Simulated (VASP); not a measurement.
# Ir (Fm-3m) in VASP: notebook

One crystal, Ir, is run at these levels: PBE; tasks: single point.

All numbers are computed with VASP 6.6.1; they aren't measurements. Logs are shortened: lines on timing, memory, paths and dates and some standing lists are left out, and cuts for length are marked.

## 1. Starting point

It takes space group Fm-3m (No. 225, cubic). The conventional cell has a = 3.839 Å, b = 3.839 Å, c = 3.839 Å, α = 90.00°, β = 90.00°, γ = 90.00°. Around Ir (site symmetry m-3m) lie 12 Ir at 2.71 Å.

## 2. Single point, PBE

File INCAR:

```
SYSTEM = Ir
PREC = Accurate
ENCUT = 520
EDIFF = 1E-6
ISMEAR = -1
SIGMA = 0.1
LREAL = .False.
LASPH = .True.
NELM = 60
ALGO = Fast
ISIF = 2
LWAVE = .False.
LCHARG = .False.
GGA = PE
```

File KPOINTS:

```
Automatic mesh
0
Gamma
  24 24 24
  0 0 0
```

File POSCAR:

```
Ir
1.0
    0.0000000000      1.9195000000      1.9195000000
    1.9195000000      0.0000000000      1.9195000000
    1.9195000000      1.9195000000      0.0000000000
Ir
1
Direct
    0.0000000000      0.0000000000      0.0000000000
```

Potentials or basis: VASP PAW PBE potentials, release 64 (Ir).

Started as:

```bash
> cat potpaw_PBE.64/Ir/POTCAR > POTCAR
> mpirun -np 1 vasp_std > vasp.out
```

OUTCAR:

```text
SYSTEM = Ir
   PREC = Accurate
   ENCUT = 520
   EDIFF = 1E-6
   ISMEAR = -1
   LREAL = .False.
   LASPH = .True.
   NELM = 60
   ISIF = 2
   GGA = PE

 ion  position               nearest neighbor table
   1  0.000  0.000  0.000-

  LATTYP: Found a face centered cubic cell.
 ALAT       =     3.8390000000

  Lattice vectors:

 A1 = (   0.0000000000,   1.9195000000,   1.9195000000)
 A2 = (   1.9195000000,   0.0000000000,   1.9195000000)
 A3 = (   1.9195000000,   1.9195000000,   0.0000000000)

Analysis of symmetry for initial positions (statically):
=====================================================================
 Subroutine PRICEL returns:
 Original cell was already a primitive cell.

 Routine SETGRP: Setting up the symmetry group for a
 face centered cubic supercell.

 Subroutine GETGRP returns: Found 48 space group operations
 (whereof 48 operations were pure point group operations)
 out of a pool of 48 trial point group operations.

The static configuration has the point symmetry O_h .

Analysis of symmetry for dynamics (positions and initial velocities):
=====================================================================
 Subroutine PRICEL returns:
 Original cell was already a primitive cell.

 Routine SETGRP: Setting up the symmetry group for a
 face centered cubic supercell.

 Subroutine GETGRP returns: Found 48 space group operations
 (whereof 48 operations were pure point group operations)
 out of a pool of 48 trial point group operations.

The dynamic configuration has the point symmetry O_h .

 Subroutine INISYM returns: Found 48 space group operations
 (whereof 48 operations are pure point group operations),
 and found     1 'primitive' translations

----------------------------------------------------------------------------------------

                                     Primitive cell

  volume of cell :      14.1447

  direct lattice vectors                    reciprocal lattice vectors
     0.000000000  1.919500000  1.919500000    -0.260484501  0.260484501  0.260484501
     1.919500000  0.000000000  1.919500000     0.260484501 -0.260484501  0.260484501
     1.919500000  1.919500000  0.000000000     0.260484501  0.260484501 -0.260484501

  length of vectors
     2.714582933  2.714582933  2.714582933     0.451172391  0.451172391  0.451172391

  position of ions in fractional coordinates (direct lattice)
     0.000000000  0.000000000  0.000000000

  ion indices of the primitive-cell ions
   primitive index   ion index
                 1           1

----------------------------------------------------------------------------------------

 KPOINTS: Automatic mesh

Automatic generation of k-mesh.
 Grid dimensions read from file:
 generate k-points for:   24   24   24

 Generating k-lattice:

  Cartesian coordinates                     Fractional coordinates (reciprocal lattice)
    -0.010853521  0.010853521  0.010853521     0.041666667  0.000000000  0.000000000
     0.010853521 -0.010853521  0.010853521     0.000000000  0.041666667  0.000000000
     0.010853521  0.010853521 -0.010853521     0.000000000  0.000000000  0.041666667

  Length of vectors
     0.018798850  0.018798850  0.018798850

  Shift w.r.t. Gamma in fractional coordinates (k-lattice)
     0.000000000  0.000000000  0.000000000

 Subroutine IBZKPT returns following result:
 ===========================================

 Found    413 irreducible k-points:

 Following reciprocal coordinates:
            Coordinates               Weight
  0.000000  0.000000  0.000000      1.000000
  0.041667  0.000000  0.000000      8.000000
  0.083333  0.000000  0.000000      8.000000
  0.125000  0.000000  0.000000      8.000000
  0.166667  0.000000  0.000000      8.000000
  0.208333  0.000000  0.000000      8.000000
[... 16 lines left out ...]
  0.416667  0.041667  0.000000     24.000000
  0.458333  0.041667  0.000000     24.000000
 [... further k-points ...]
   k-points           NKPTS =    413   k-points in BZ     NKDIM =    413   number of bands    NBANDS=      8
   number of dos      NEDOS =    301   number of ions     NIONS =      1
   total plane-waves  NPLWV =   8000
   dimension x,y,z NGX =    20 NGY =   20 NGZ =   20
   dimension x,y,z NGXF=    40 NGYF=   40 NGZF=   40
   ions per type =               1
   NGX,Y,Z   is equivalent  to a cutoff of  12.25, 12.25, 12.25 a.u.
   NGXF,Y,Z  is equivalent  to a cutoff of  24.50, 24.50, 24.50 a.u.
 SYSTEM =  Ir
   PREC   = accura    normal or accurate (medium, high low for compatibility)
   ISTART =      0    job   : 0-new  1-cont  2-samecut
   ICHARG =      2    charge: 1-file 2-atom 10-const
   ISPIN  =      1    spin polarized calculation?
   LNONCOLLINEAR =      F non collinear calculations
   LSORBIT =      F    spin-orbit coupling
   LASPH  =      T    aspherical Exc in radial PAW
   ENCUT  =  520.0 eV  38.22 Ry    6.18 a.u.   5.05  5.05  5.05*2*pi/ulx,y,z
   NELM   =     60;   NELMIN=  2; NELMDL= -5     # of ELM steps
   EDIFF  = 0.1E-05   stopping-criterion for ELM
   LREAL  =      F    real-space projection
[... 7 lines left out ...]
   TEBEG  =    0.0;   TEEND  =   0.0 temperature during run
   PSTRESS=    0.0 pullay stress
   NELECT =       9.0000    total number of electrons
   NUPDOWN=      -1.0000    fix difference up-down
   EMIN   =  10.00;   EMAX   =-10.00  energy-range for DOS
   EFERMI =   0.00;   METHOD = LEGACY
   ISMEAR =    -1;   SIGMA  =   0.10  broadening in eV -4-tet -1-fermi 0-gaus
   EFERMI_NEDOS =   21; number of points for ismear=-14 and -15
   IALGO  =     68    algorithm
   IMIX   =      4    mixing-type and parameters
     AMIX     =   0.40;   BMIX     =  1.00
     AMIX_MAG =   1.60;   BMIX_MAG =  1.00
  volume/ion in A,a.u.               =      14.14        95.45
  Fermi-wavevector in a.u.,A,eV,Ry     =   1.408070  2.660866 26.975739  1.982661
  Thomas-Fermi vector in A             =   2.530265
   LORBIT       =      0    0 simple, 1 ext, 2 COOP (PROOUT), +10 PAW based schemes
   GGA     = PE    functional components
   LHFCALC =     F    Hartree Fock is set to
   AEXX    =    0.0000 exact exchange contribution
   IVDW    =     0    specifies the selected vdW correction
   LEPSILON=     F    determine dielectric tensor
   LRPA    =     F    only Hartree local field effects (RPA)
 non-spin polarized calculation
 RMM-DIIS sequential band-by-band and
  energy-cutoff  :      520.00
  volume of cell :       14.14
 maximum number of plane-waves:       392
   NGX =  9   NGY =  9   NGZ =  9

 number of electron       9.0000000 magnetization

 Free energy of the ion-electron system (eV)
  ---------------------------------------------------
  ext. energy  EPLUGINS =         0.00000000
  ---------------------------------------------------
  free energy    TOTEN  =        -8.85362217 eV

  energy without entropy =       -8.82281354  energy(sigma->0) =       -8.83821786

 E-fermi :  10.4011     XC(G=0): -13.9888

 val. band max:       10.3991840700   @ k =  -0.2917   0.3333   0.0833
 cond. band min:      10.4017841726   @ k =  -0.3750   0.1667   0.0000
 fundamental gap:      0.0026001026
 Fermi energy:        10.4011288200

 k-point     1 :       0.0000    0.0000    0.0000
  band No.  band energies     occupation
      1      -0.7121      2.00000
      2       6.5247      2.00000
      3       6.5247      2.00000
      4       6.5247      2.00000
      5       9.2145      1.99999
      6       9.2145      1.99999
      7      24.7343      0.00000
      8      30.3217      0.00000

 k-point     2 :       0.0417    0.0000    0.0000
  band No.  band energies     occupation
      1      -0.6344      2.00000
      2       6.4823      2.00000
      3       6.5588      2.00000
      4       6.5588      2.00000
      5       9.1918      1.99999
      6       9.1918      1.99999
      7      24.8698      0.00000
      8      29.8739      0.00000

 k-point     3 :       0.0833    0.0000    0.0000
  band No.  band energies     occupation
      1      -0.4057      2.00000
      2       6.3656      2.00000
      3       6.6546      2.00000
      4       6.6546      2.00000
      5       9.1338      1.99999
      6       9.1338      1.99999
      7      25.2578      0.00000
      8      28.8777      0.00000

 k-point     4 :       0.1250    0.0000    0.0000
  band No.  band energies     occupation
      1      -0.0400      2.00000
      2       6.2044      2.00000
      3       6.7888      2.00000
      4       6.7888      2.00000
      5       9.0715      2.00000
      6       9.0715      2.00000
      7      25.8360      0.00000
      8      27.7327      0.00000

 k-point     5 :       0.1667    0.0000    0.0000
  band No.  band energies     occupation
      1       0.4353      2.00000
      2       6.0455      2.00000
      3       6.9186      2.00000
      4       6.9186      2.00000
      5       9.0575      2.00000
      6       9.0575      2.00000
      7      26.3219      0.00000
      8      26.7484      0.00000

 k-point     6 :       0.2083    0.0000    0.0000
  band No.  band energies     occupation
      1       0.9727      2.00000
      2       5.9538      2.00000
      3       6.9886      2.00000
      4       6.9886      2.00000
      5       9.1547      1.99999
      6       9.1547      1.99999
      7      25.3506      0.00000
      8      27.1051      0.00000

 k-point     7 :       0.2500    0.0000    0.0000
  band No.  band energies     occupation
      1       1.4969      2.00000
      2       6.0143      2.00000
      3       6.9673      2.00000
      4       6.9673      2.00000
      5       9.3966      1.99991
      6       9.3966      1.99991
      7      24.1998      0.00000
      8      27.1829      0.00000

 k-point     8 :       0.2917    0.0000    0.0000
  band No.  band energies     occupation
      1       1.9159      2.00000
      2       6.3186      2.00000
      3       6.8721      2.00000
      4       6.8721      2.00000
      5       9.7594      1.99674
      6       9.7594      1.99674
      7      22.9914      0.00000
      8      26.6862      0.00000

 k-point     9 :       0.3333    0.0000    0.0000
  band No.  band energies     occupation
      1       2.1720      2.00000
      2       6.7431      2.00000
      3       6.7431      2.00000
      4       6.9077      2.00000
      5      10.1854      1.79271
      6      10.1854      1.79270
      7      21.6930      0.00000
      8      25.9174      0.00000

 k-point    10 :       0.3750    0.0000    0.0000
  band No.  band energies     occupation
      1       2.2843      2.00000
      2       6.6149      2.00000
      3       6.6149      2.00000
      4       7.7204      2.00000
      5      10.6112      0.21814
      6      10.6112      0.21814
      7      20.3351      0.00000
      8      25.2064      0.00000
[... 78 lines left out ...]
 k-point    18 :       0.2083    0.0417    0.0000
  band No.  band energies     occupation
      1       0.8553      2.00000
      2       5.8950      2.00000
      3       7.0049      2.00000
      4       7.0329      2.00000
      5       8.8460      2.00000
      6       9.3643      1.99994
      7      25.8059      0.00000
      8      27.0634      0.00000

 k-point    19 :       0.2500    0.0417    0.0000
  band No.  band energies     occupation
      1       1.3944      2.00000
      2       5.8861      2.00000
      3       6.9878      2.00000
      4       7.0444      2.00000
      5       9.0530      2.00000
      6       9.5813      1.99945
      7      24.6659      0.00000
      8      27.3151      0.00000

 k-point    20 :       0.2917    0.0417    0.0000
  band No.  band energies     occupation
      1       1.8594      2.00000
      2       6.0853      2.00000
      3       6.8818      2.00000
      4       6.9760      2.00000
      5       9.4216      1.99989
      6       9.9107      1.98528
      7      23.4689      0.00000
      8      26.9837      0.00000

 k-point    21 :       0.3333    0.0417    0.0000
  band No.  band energies     occupation
      1       2.1722      2.00000
      2       6.5539      2.00000
      3       6.7394      2.00000
      4       6.8595      2.00000
      5       9.8939      1.98754
      6      10.3047      1.44790
      7      22.1797      0.00000
      8      26.2622      0.00000

 k-point    22 :       0.3750    0.0417    0.0000
  band No.  band energies     occupation
      1       2.3258      2.00000
      2       6.5877      2.00000
      3       6.7297      2.00000
      4       7.2759      2.00000
      5      10.4119      0.94608
      6      10.7014      0.09462
      7      20.8072      0.00000
      8      25.5232      0.00000

 k-point    23 :       0.4167    0.0417    0.0000
  band No.  band energies     occupation
      1       2.3751      2.00000
      2       6.4689      2.00000
      3       6.6128      2.00000
      4       8.1034      2.00000
      5      10.9245      0.01061
      6      11.0375      0.00344
      7      19.4541      0.00000
      8      24.9502      0.00000

 k-point    24 :       0.4583    0.0417    0.0000
  band No.  band energies     occupation
      1       2.3789      2.00000
      2       6.3894      2.00000
      3       6.5259      2.00000
      4       8.8461      2.00000
      5      11.2558      0.00039
      6      11.3755      0.00012
      7      18.3180      0.00000
      8      24.5835      0.00000

 [... further k-points ...]
[... 5 lines left out ...]
  --------------------------------------------------------------------------------------
  -------------------------------------------------------------------------------------
  Total        0.8839378      0.8839378      0.8839378      0.0000000      0.0000000     -0.0000000
  in kB      100.1239399    100.1239399    100.1239399      0.0000000      0.0000000     -0.0000000
  external PRESSURE =     100.1239399 kB  Pullay stress =       0.0000000 kB

 VOLUME and BASIS-vectors are now :
 -----------------------------------------------------------------------------
  energy-cutoff  :      520.00
  volume of cell :       14.14
      direct lattice vectors                 reciprocal lattice vectors
     0.000000000  1.919500000  1.919500000    -0.260484501  0.260484501  0.260484501
     1.919500000  0.000000000  1.919500000     0.260484501 -0.260484501  0.260484501
     1.919500000  1.919500000  0.000000000     0.260484501  0.260484501 -0.260484501

 POSITION                                       TOTAL-FORCE (eV/Angst)
 -----------------------------------------------------------------------------------
      0.00000      0.00000      0.00000         0.000000      0.000000      0.000000
 -----------------------------------------------------------------------------------
    total drift:                               -0.000000     -0.000000     -0.000000

  FREE ENERGIE OF THE ION-ELECTRON SYSTEM (eV)
  ---------------------------------------------------
  free  energy   TOTEN  =        -8.8536221742 eV

  energy  without entropy=       -8.8228135405  energy(sigma->0) =       -8.83821786
```

Wall time 35 s (1 thread of AMD EPYC 9R45 (Zen 5), shared host); peak memory 0.14 GiB.

What came out:

```
Free energy            : -8.8536 eV
Pressure               : 10.0 GPa
Band gap on the k mesh : none (metal or under the smearing width)
```

Spin-orbit coupling is left out, which matters for the levels of Ir.

## 3. Single point, PBE

INCAR is that of step 2.

File KPOINTS:

```
Automatic mesh
0
Gamma
  36 36 36
  0 0 0
```

POSCAR is that of step 2.

Potentials or basis: VASP PAW PBE potentials, release 64 (Ir).

Started as:

```bash
> cat potpaw_PBE.64/Ir/POTCAR > POTCAR
> mpirun -np 1 vasp_std > vasp.out
```

Run time: 97 s. Hardware: 1 thread of AMD EPYC 9R45 (Zen 5), shared host; peak memory 0.24 GiB.

The run converged. Its results:

- Free energy: -8.8537 eV
- Pressure: 9.9 GPa
- Band gap on the k mesh: none (metal or under the smearing width)

Levels at points of the mesh, in eV from the Fermi level:
| k point | band 2 | band 3 | band 4 | band 5 | band 6 | band 7 |
| --- | --- | --- | --- | --- | --- | --- |
| (0.00, 0.00, 0.00) | -3.87 | -3.87 | -3.87 | -1.18 | -1.18 | 14.34 |
| (0.50, 0.00, 0.00) | -3.97 | -3.97 | -0.74 | 0.92 | 0.92 | 7.29 |
| (0.50, 0.50, 0.00) | -7.32 | 0.89 | 1.50 | 1.50 | 1.72 | 10.54 |

Spin-orbit coupling is left out, which matters for the levels of Ir.
